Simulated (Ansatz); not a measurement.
MgS (wurtzite) under strain

MgS (wurtzite), relaxed with r2SCAN in the plane-wave code Ansatz. It is hexagonal, P6_3mc (No. 186); a = 4.029 Å, c = 6.454 Å in the conventional setting, 22.68 Å³ an atom. Around Mg lie 4 S at 2.45–2.46 Å; around S lie 4 Mg at 2.45–2.46 Å.

The axes x, y and z are those of this cell:
```
Mg S
1.0
     4.02863    0.00000    0.00000
    -2.01431    3.48889    0.00000
     0.00000    0.00000    6.45439
Mg S
2 2
Cartesian
  0.0000 2.3259 -0.0185
  2.0143 1.1630 3.2087
  0.0000 2.3259 2.4389
  2.0143 1.1630 5.6661
```

Unstrained: PBE gives a direct gap of 3.473 eV at Γ. With r2SCAN the gap is 4.148 eV and direct, at Γ. With HSE06 the gap is 4.533 eV and direct, at Γ. Meshes: PBE 12×12×4, r2SCAN 12×12×4, HSE06 6×6×4. Strains are changes of length per length, and xy shears are angles. After each strain the atoms were relaxed again with r2SCAN within the symmetry that the strain leaves, so tilts or polar shifts that break it weren't tested; points keep the names that they have in the unstrained zone. Simulation only: spin-unpolarised, and no claim that this is the phase found in nature.

Changes of the least gap in eV (an overlap counts as a negative gap):
```csv
strain,volume change (%),space group,PBE,r2SCAN,HSE06,"energy rise, r2SCAN (meV/atom)"
"xy shear, engineering strain (angle) -1.0 %",0.0,P2_1,0.000,-0.001,-0.001,0.1
isotropic +0.5 % on every length,+1.5,P6_3mc,-0.074,-0.079,-0.079,0.9
uniaxial +4.0 % along z,+4.0,P6_3mc,-0.182,-0.196,-0.194,9.9
uniaxial +5.0 % along x,+5.0,Cmc2_1,-0.331,-0.349,-0.352,15.1
```

Xy shear, engineering strain (angle) -1.0 %. HSE06: the gap goes from 4.533 to 4.532 eV (-0.001 eV). Stress change with r2SCAN, compression positive: xx -0.01, yy 0.00, zz 0.00, xy +0.20 GPa.

Isotropic +0.5 % on every length. HSE06: the gap goes from 4.533 to 4.454 eV (-0.079 eV). Stress change with r2SCAN, compression positive: xx -0.88, yy -0.88, zz -0.85 GPa. For HSE06, dE_g/d ln V = -5.3 eV over this step.

Uniaxial +4.0 % along z, other directions held. HSE06: the gap goes from 4.533 to 4.339 eV (-0.194 eV). Stress change with r2SCAN, compression positive: xx -1.46, yy -1.46, zz -3.50 GPa.

Uniaxial +5.0 % along x, other directions held. HSE06: the gap goes from 4.533 to 4.181 eV (-0.352 eV). Stress change with r2SCAN, compression positive: xx -4.16, yy -2.22, zz -1.91 GPa.

The meshes of the hybrids are coarse, so their gaps aren't converged to the digits shown.
